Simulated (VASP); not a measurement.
# SiC: single point with PBEsol

Crystal: SiC.

```
Si C
1.0
    -0.00990    2.16657    2.18342
     2.16657   -0.00990    2.18342
     2.15667    2.15667    0.00000
Si C
1 1
Direct
  0.99952 0.99952 0.00048
  0.25048 0.25048 0.24952
```

The cell was built by a generator and isn't the measured one.

The cell isn't the ideal one: strained cell.

```
Program             : VASP 6.6.1
Task                : single point
Functional          : PBEsol
Potentials or basis : VASP PAW PBE potentials, release 64 (Si, C)
Cutoff              : 520 eV
k mesh              : 10 × 10 × 10
Occupations         : gaussian, width 0.02 eV
Spin                : no spin polarisation
```

```yaml
Pressure: 2.3 GPa
Band_gap_on_the_k_mesh: 1.13 eV, indirect (least direct gap 4.36 eV)
```

Stress tensor (GPa, compression positive):
```
2.98 2.29 0.00
2.29 2.98 0.00
0.00 0.00 0.97
```

Levels at points of the mesh, in eV from the valence-band top:
| k point | band 1 | band 2 | band 3 | band 4 | band 5 | band 6 | band 7 | band 8 | band 9 |
| --- | --- | --- | --- | --- | --- | --- | --- | --- | --- |
| (0.00, 0.00, 0.00) | -15.57 | -0.10 | -0.10 | 0.00 | 6.21 | 7.14 | 7.28 | 7.33 | 14.32 |
| (0.50, 0.00, 0.00) | -11.96 | -8.73 | -1.16 | -1.03 | 5.44 | 7.07 | 7.25 | 9.93 | 16.05 |
| (0.50, 0.50, 0.00) | -10.49 | -8.00 | -3.32 | -3.15 | 1.20 | 4.26 | 14.01 | 14.03 | 14.66 |
| (0.00, 0.00, 0.50) | -11.89 | -8.70 | -1.19 | -1.12 | 5.33 | 7.05 | 7.09 | 9.88 | 16.05 |
| (0.50, 0.00, 0.50) | -10.43 | -7.90 | -3.33 | -3.32 | 1.13 | 4.12 | 13.86 | 14.09 | 14.80 |

Run time: 24 s on 1 thread of Intel(R) Xeon(R) Platinum 8259CL CPU @ 2.50GHz (Skylake/Cascade Lake) (shared host), peak memory 0.15 GiB.

Caveat: the PAW data sets were made with another functional, which shifts forces and pressure a little. A k mesh can miss the band edges.
